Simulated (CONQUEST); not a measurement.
**SnSe: equation of state with PBE**

The system is SnSe.

```
Sn Se
1.0
     4.19000    0.00000    0.00000
     0.00000    4.46000    0.00000
     0.00000    0.00000   11.42000
Sn Se
4 4
Direct
  0.75000 0.90900 0.87700
  0.25000 0.40900 0.62300
  0.75000 0.59100 0.37700
  0.25000 0.09100 0.12300
  0.75000 0.98400 0.64300
  0.25000 0.48400 0.85700
  0.75000 0.51600 0.14300
  0.25000 0.01600 0.35700
```

```yaml
Program: CONQUEST 1.3
Task: equation of state
Functional: PBE
Potentials_or_basis: PseudoDojo NC PBE, SZ, grid of 40 × 48 × 108 points
k_mesh: 6 × 6 × 3
Occupations: fermi-dirac, width 0.05 eV
Spin: no spin polarisation
```

- Equilibrium volume: 30.82 Å³/atom (rough: see the caveat)
- Bulk modulus at fixed shape and positions: 49 GPa (rough)

Energy against volume, from the lowest point:
| volume (Å³/atom) | energy (meV/atom) |
| --- | --- |
| 25.076 | 194.76 |
| 25.609 | 147.16 |
| 26.143 | 106.33 |
| 26.676 | 71.68 |
| 27.210 | 42.76 |
| 27.743 | 19.13 |
| 28.277 | 0.00 |

All runs of the series together: 9.5 min on 1 thread of AMD EPYC 7571, on a shared host.

Caveat: the minimum lies outside the volumes run; the atomic basis is small; the cell was scaled at fixed shape and fractional positions, which overstates the stiffness of a crystal with free parameters, most of all of layers and chains; the basis of atomic orbitals isn't converged, which shifts pressures, moduli and gaps.
